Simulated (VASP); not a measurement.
A run of VASP 6.6.1 is set up as follows.

Contents of run.py:

```python
from ase import Atoms
from ase.calculators.vasp import Vasp
from ase.dft.bandgap import bandgap

atoms = Atoms(
    ['Sc'],
    cell=[[-1.911804, 1.940305, 1.813544], [1.836004, -1.929215, 1.716556], [1.887173, 1.904583, -1.801165]],
    scaled_positions=[[0.0, 0.0, 0.0]],
    pbc=True,
)
calc = Vasp(
    directory='calc',
    xc='pbe',
    pp='PBE',
    setups='recommended',
    prec='Accurate',
    encut=520,
    ediff=1e-07,
    ismear=-4,
    sigma=0.1,
    lreal=False,
    lasph=False,
    nelm=80,
    algo='Normal',
    isif=2,
    lwave=False,
    lcharg=False,
    lmaxmix=4,
    ldautype=2,
    ldauprint=1,
    ivdw=1,
    isym=1,
    ldau_luj={'Sc': {'L': 2, 'U': 8, 'J': 0}},
    kpts=[10, 10, 10],
    gamma=True,
)
atoms.calc = calc

print('energy (eV):', atoms.get_potential_energy())
print('free energy (eV):', atoms.get_potential_energy(force_consistent=True))
print('forces (eV/A):')
print(atoms.get_forces())
print('stress (eV/A^3, Voigt):', atoms.get_stress())
print('Fermi level (eV):', calc.get_fermi_level())
gap, top, bottom = bandgap(calc)
print('band gap (eV):', gap, 'from (spin, k, band)', top, 'to', bottom)
```

Potentials or basis: VASP PAW PBE potentials, release 64 (Sc_sv).

Run with:

```sh
$ python run.py
```

Question: Predict the dispersion energy per atom.

Answer: -0.357 eV.

Question: What does it give for the pressure?

Answer: 9.8 GPa.

Eigenvalues of the final occupation matrices:
```tsv
site	spin	trace	eigenvalues
site 1 d	1	0.27	0.03 0.04 0.04 0.08 0.09
site 1 d	2	0.27	0.03 0.04 0.04 0.08 0.09
```

Caveat: atom-pairwise D2, TS and ULG terms overbind metals; U without spin polarisation on a metal has little footing; pairwise dispersion overbinds metals, which lowers pressure and volume; the U is typed as a test and isn't derived for this compound.
